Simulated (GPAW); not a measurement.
Consider ZnS (F-43m).

```xyz
2
Lattice="0.0000 2.7020 2.7020 2.7020 0.0000 2.7020 2.7020 2.7020 0.0000" Properties=species:S:1:pos:R:3 pbc="T T T"
Zn    4.0530    4.0530    4.0530
S     0.0000    0.0000    0.0000
```

Absorber: atom 1, with 4 S at 2.34 Å (tetrahedral, site symmetry -43m). Method: GPAW, LDA, full core hole (charged cell), 8-atom cell with 5.4 Å between holes, 5×5×5 k points, dipole transitions, Gaussian full width 1.67 eV up to 4 eV, rising linearly to 3.5 eV at 25 eV.

The database entry behind the starting cell differs from later determinations by our own check (about 0.1 % short), so it need not match the best structure at ambient conditions.

Q: Predict the near-edge structure at the Zn K edge.

Main maxima up to 30 eV above the zero (height): 4.8 eV (2.05), 8.8 eV (1.00), 12.8 eV (1.03), 17.0 eV (1.02) and 29.0 eV (1.01). A K edge sees empty p states on the absorber. The total-energy difference plus the lowest empty eigenvalue puts the zero at 9672.28 eV. One term is added: -30.82 eV, since the hole is spin-paired here and a spin-polarised one costs that much less in the free atom (computed apart). The photon energy is then 9641.46 eV. The tabulated edge of the element is 9659 eV. The functional and the charged cell's background leave an error in such absolute values: in the free atom LDA prices this hole 19.1 eV below PBE (computed apart), and PBE is itself good to a few eV.

The Zn K spectrum (energy from the lowest empty level; intensity scaled to a mean of 1 over the first 20 eV):

```
E (eV)  intensity
 -2.00       0.00
 -1.25       0.00
 -0.50       0.00
  0.25       0.04
  1.00       0.18
  1.75       0.51
  2.50       0.91
  3.25       1.24
  4.00       1.68
  4.75       2.04
  5.50       1.82
  6.25       1.20
  7.00       0.83
  7.75       0.85
  8.50       0.98
  9.25       0.97
 10.00       0.86
 10.75       0.86
 11.50       0.95
 12.25       1.02
 13.00       1.03
 13.75       1.02
 14.50       0.99
 15.25       0.97
 16.00       0.99
 16.75       1.02
 17.50       1.01
 18.25       0.95
 19.00       0.89
 19.75       0.85
 20.50       0.81
 21.25       0.77
 22.00       0.75
 22.75       0.76
 23.50       0.79
 24.25       0.82
 25.00       0.84
 25.75       0.86
 26.50       0.90
 27.25       0.94
 28.00       0.98
 28.75       1.01
 29.50       1.00
 30.25       0.93
 31.00       0.82
 31.75       0.72
```

The script folds with a Gaussian, whereas the core hole's own line is a Lorentzian, so the onset is too steep and the first peak too high. The holes are only 5.4 Å apart, so the shape is probably not converged with cell size; no larger cell was run here. The structure is a published determination, not relaxed.

[Banner, clock and machine lines of the logs are left out without a mark of their own.]

[Logs are printed without paths, hosts, clocks, repeated set-up lines and the standing remarks that a program may print on its own settings, such as how far it seeks lower states.]

[Hosts, paths, dates, database ids (printed as entryN), source tags and the programs' standing remarks are cut or masked in the printed files.]

[Lists of maxima count a maximum above −3 eV only where it reaches 4 % of the highest in the window and stands out from its surroundings by 2 % of it (1.5 % where it reaches 55 %); shoulders and weaker maxima are passed over, and of the rest the first, up to two pre-edge ones and the few strongest are named.]
